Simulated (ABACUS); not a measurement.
Runs of ABACUS 3.10.1 on CoO. Symmetry: R-3m, No. 166, trigonal system. Conventional cell: a = 3.011 Å, b = 3.011 Å, c = 7.320 Å, α = 90.00°, β = 90.00°, γ = 120.00°. Around Co (site symmetry -3m) lie 6 O at 2.12 Å. O (site symmetry -3m) has 6 Co at 2.12 Å as nearest neighbours. The cell is a database's computed one.

| task | potentials or basis | cutoff (eV) | SCF threshold on the density | eigensolver | gap on the mesh (eV) | pressure (GPa) | moment (μB) | V0 of scaled cells (Å³/atom) | B0 (GPa) |
| --- | --- | --- | --- | --- | --- | --- | --- | --- | --- |
| equation of state | PseudoDojo NC SR 0.4.1 PBE standard, DZP LCAO (the cutoffs set its grid) | 1361 | 1e-07 | genelpa | - | - | - | 9.62 | 180 |
| equation of state | PseudoDojo NC SR 0.4.1 PBE standard, plane waves | 1320 | 1e-08 | dav | - | - | - | (b) | 181 |
| single point | PseudoDojo NC SR 0.4.1 PBE standard, DZP LCAO (the cutoffs set its grid) | 1361 | 1e-07 | genelpa | none | (a) | 2.98 | - | - |
| single point | PseudoDojo NC SR 0.4.1 PBE standard, plane waves | 1320 | 1e-08 | dav | none | 0.0 | 2.98 | - | - |

Alike in all rows: level PBE; spin collinear, ferromagnetic start; cell as given; k mesh 11 × 11 × 11; smearing fermi-dirac 0.05 eV.

**Question.** Estimate the missing entries.

**Answer.** (a) 0.8; (b) 9.58.

Caveats: the atomic orbitals were generated for these runs and aren't a published set (some runs); the cell was scaled at fixed shape and fractional positions, which overstates the stiffness of a crystal with free parameters, most of all of layers and chains (some runs); the basis of atomic orbitals isn't converged, which shifts pressures, moduli and gaps (some runs); a cell with one magnetic atom can't hold antiferromagnetic order, which such compounds often take (some runs); semilocal functionals often make such compounds metallic where correlation or magnetic order opens a gap, which also shifts bond lengths (some runs).

A k mesh can miss the band edges.

A gap of «none» marks a metal or a gap under the smearing width.

Not every run made on this cell is shown here.
